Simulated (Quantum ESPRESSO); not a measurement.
# AlRu: zone-centre phonons under several settings

```
Ru Al
1.0
     2.99160    0.00000    0.00000
     0.00000    2.99160    0.00000
     0.00000    0.00000    2.99160
Ru Al
1 1
Direct
  0.50000 0.50000 0.50000
  0.00000 0.00000 0.00000
```

All runs used Quantum ESPRESSO 7.5; k mesh 9 × 9 × 9; relaxed cell; no spin polarisation; cutoff 612 eV; occupations cold, width 0.2 eV.

```tsv
level	potentials	volume (Å³/atom)	lowest optical mode without the field (cm⁻¹)
LDA	GBRV 1.5 LDA	12.89	327
PBE	GBRV 1.5 PBE	13.54	309
PBEsol	GBRV 1.5 PBEsol	13.17	323
BLYP	GBRV 1.5 PBE	14.02	272
RPBE	GBRV 1.5 PBE	13.74	303
AM05	GBRV 1.5 PBE	?	?
vdW-DF-cx	GBRV 1.5 PBE	13.23	321
```

**Question.** What stands in the row left open?

**Answer.** Volume 13.14 Å³/atom; lowest optical mode without the field 328 cm⁻¹.

Caveats: the mesh is thin for the phonons of a metal; the potentials were made for another functional, which shifts forces and pressure (some runs).

For the row left open. Caveat: the mesh is thin for the phonons of a metal; the potentials were made for another functional, which shifts forces and pressure.
